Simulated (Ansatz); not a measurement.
Fluorite SrF2, treated with revPBE (Ansatz, an electronic-structure program, PAW).

Settings: plane-wave cutoff 520 eV, 10×10×10 k mesh, Fermi–Dirac smearing 0.01 eV, scalar-relativistic PAW data made under PBE.

The cell is scaled about its equilibrium volume:

| V (Å³/atom) | P (GPa) | direct gap at Γ (eV) | smallest gap on the k mesh (eV) |
|---|---|---|---|
| 16.398 | 4.03 | 7.291 | 7.191 |
| 16.747 | 2.53 | 7.177 | 7.075 |
| 17.096 | 1.19 | 7.067 | 6.963 |
| 17.445 | 0.00 | 6.961 | 6.855 |
| 17.794 | -1.07 | 6.858 | 6.751 |
| 18.143 | -2.03 | 6.758 | 6.650 |
| 18.492 | -2.89 | 6.662 | 6.553 |

The fundamental gap (6.86 eV at the equilibrium volume, with added k points) lies elsewhere than Γ–Γ.

Measured, for comparison: band gap 11.1 eV (temperature not stated, no zero-point or thermal correction; as tabulated in Aguado et al. (1999), arXiv:cond-mat/9901145).

Spin–orbit coupling is not included.
